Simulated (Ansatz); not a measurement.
## V: relaxation of cell and atoms with PBEsol+D4

The system is V.

```
CELL_PARAMETERS angstrom
-1.51435 1.51435 1.51435
1.51435 -1.51435 1.51435
1.51435 1.51435 -1.51435
ATOMIC_POSITIONS crystal
V 0.00000 0.00000 0.00000
```

```json
{
  "Program": "Ansatz 0.2.0",
  "Task": "relaxation of cell and atoms",
  "Functional": "PBEsol",
  "Dispersion": "D4",
  "Potentials or basis": "all-electron LAPW, scalar-relativistic",
  "Basis error allowed": "0.001 eV/atom",
  "k mesh": "12 × 12 × 12",
  "Occupations": "fermi-dirac, width 0.05 eV",
  "Spin": "collinear spin, ferromagnetic start",
  "Starting moments": "[2.0] μB"
}
```

| Property | Result |
| --- | --- |
| Relaxed volume | 12.78 Å³/atom |
| Relaxed cell | a = 2.551 Å, b = 2.551 Å, c = 2.551 Å, α = 109.47°, β = 109.47°, γ = 109.47° |
| Space group after relaxing (to 0.05 Å) | Im-3m (No. 229) |
| Energy gained by relaxing | 51.7 meV/atom |
| Ionic steps | 5 |
| Pressure after relaxing | 0.0 GPa |
| Net moment | 0.00 μB per cell |
| Absolute moment | 0.00 μB per cell |

Step by step:
| step | energy change (eV) | largest force (eV/Å) | volume (Å³) |
| --- | --- | --- | --- |
| 1 | 0.0000 | 0.0000 | 13.89 |
| 2 | -0.0503 | 0.0000 | 12.62 |
| 3 | -0.0516 | 0.0000 | 12.80 |
| 4 | -0.0517 | 0.0000 | 12.78 |
| 5 | -0.0517 | 0.0000 | 12.78 |

Final structure:
```xyz
1
Lattice="-1.4730 1.4730 1.4730 1.4730 -1.4730 1.4730 1.4730 1.4730 -1.4730" Properties=species:S:1:pos:R:3 pbc="T T T"
V     0.0000    0.0000    0.0000
```

Wall time 18 s on 2 threads of Arm Neoverse V1, on a shared host, peak memory 0.34 GiB.

Caveat: the starting moments weren't kept.
